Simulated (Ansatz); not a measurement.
**Ga$_{2}$O$_{3}$: do energies and stresses tell the same story?**

The calculation used Ansatz, DFT r2SCAN, scalar-relativistic, plane waves, PAW.

Plane waves to 500 eV, a k mesh through Γ of 8×8×4 on the computed 10-atom cell and Gaussian smearing (0.02 eV); no spin polarisation.

Relaxed cell: C2/m, a = 12.256 Å, b = 3.039 Å, c = 5.808 Å, α = 90.00°, β = 103.81°, γ = 90.00°, 10 atoms in the primitive cell.

Energies at zero smearing and pressures from the stress tensor, at volumes with shape and atoms relaxed:
```csv
V (Å³/atom),E − E(first) (meV/atom),P (GPa)
9.874,0.00,12.48
10.189,-17.88,5.84
10.504,-23.50,0.00
10.819,-18.38,-5.07
11.135,-4.00,-9.44
```

Check P = −dE/dV between neighbouring volumes, and get the bulk modulus from the pressures alone.

With 1 eV/Å³ = 160.2 GPa:
```csv
middle V (Å³/atom),−ΔE/ΔV (GPa),mean P (GPa)
10.032,9.092,9.157
10.347,2.854,2.919
10.662,-2.599,-2.535
10.977,-7.311,-7.255
```

The two differ by 0.07 GPa at most. The mean of two end pressures misses the average over a step by about ΔV² P″/12, up to 0.07 GPa here; with that taken off 0.00 GPa remains. Around V = 10.504 Å³/atom, the two neighbours give B = −V ΔP/ΔV = 10.504 × 10.91 / 0.630 = 181.8 GPa, against B0 = 180.8 GPa from the Birch–Murnaghan fit of the energies.

Cost: 6 runs of about 41 core-minutes in all, on Arm Neoverse V1 (shared hosts).